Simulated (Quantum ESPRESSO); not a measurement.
The system is MnO2.

```
Mn O
1.0
     2.85658    0.00000    0.00000
    -1.42829    2.47387    0.00000
     0.00000    0.00000    4.60137
Mn O
1 2
Direct
  0.00000 0.00000 0.50000
  0.33333 0.66667 0.70629
  0.66667 0.33333 0.29371
```

Measurements of this composition are mostly on another form, of space group No. 136.

| Item | Value |
| --- | --- |
| Program | Quantum ESPRESSO 7.5 |
| Task | single point |
| Functional | PBEsol |
| Potentials or basis | GBRV 1.5 PBEsol |
| Cutoff | 612 eV |
| Density cutoff | 4898 eV |
| k mesh | 11 × 11 × 6 |
| Occupations | fermi-dirac, width 0.05 eV |
| Spin | collinear spin, ferromagnetic start |
| Starting moments | [4.0, 0.0, 0.0] μB |

On this cell: pressure -1.6 GPa; largest force 0.120 eV/Å; net moment 3.00 μB per cell; site moments Mn +2.52; O +0.04 μB; band gap on the k mesh 0.74 eV, indirect (least direct gap 0.80 eV).

The same run follows on a disturbed copy (atoms moved at random, drawn with an rms of 0.05 Å):

```
Mn O
1.0
     2.85658    0.00000    0.00000
    -1.42829    2.47387    0.00000
     0.00000    0.00000    4.60137
Mn O
1 2
Cartesian
  -0.0609 -0.0342 2.3241
  0.0351 1.6519 3.2414
  1.4821 0.8282 1.4159
```

Q: What changes?

A: The energy moves by +37.6 meV/atom; pressure 5.7 GPa; largest force 1.722 eV/Å; net moment 3.00 μB per cell; site moments Mn +2.40; O +0.05 μB; band gap on the k mesh 0.60 eV, direct.

Forces in eV/Å, atoms in the order of the input:
```
Mn   1.631  0.530  0.149
O   -0.741 -0.379  0.710
O   -0.890 -0.151 -0.859
```

Stress tensor (GPa, compression positive):
```
 5.38  0.01  0.62
 0.01  4.11 -1.04
 0.62 -1.04  7.69
```

Caveats: an odd mesh through Γ misses points on the zone boundary, where band edges often lie; a cell with one magnetic atom can't hold antiferromagnetic order, which such compounds often take.
